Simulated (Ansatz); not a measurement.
Here is an Ansatz 0.2.0 calculation.

The input input.yaml:

```yaml
crystal:
  lattice: { a: 2.6839652093, b: 2.6839652093, c: 2.6839652093, alpha: 60.0, beta: 60.0, gamma: 60.0 }
  atoms:
    - { symbol: Rh, position: [0.0, 0.0, 0.0], spin: 0.6 }
kpoints:
  mp_grid: { grid: [12, 12, 12] }
scf:
  occupations: { method: fermi_dirac, width: 0.1 }
hamiltonian:
  xc: pbesol
  dispersion: d3bjatm
  pseudopotentials: { kind: all_electron, datasets: crystal }
magnetization:
  spin_polarized: true
output:
  forces: true
  stress: true
  eigenvalues: true
  elf: true
  volumetric_format: npy
```

Potentials or basis: all-electron PAW datasets made for the crystal.

Run with:

```sh
$ ansatz run input.yaml --threads 1 --pin off --max-ram 2560MiB --backend cpu --events-out ev --progress --plain --runs-dir out
```

**Question.** What does it give for the band gap on the k mesh?

**Answer.** None (metal or under the smearing width).

**Question.** Estimate the pressure.

**Answer.** -8.7 GPa.

**Question.** Predict the absolute moment.

**Answer.** 0.00 μB per cell.

Caveat: pairwise dispersion overbinds metals, which lowers pressure and volume; the starting moments weren't kept.
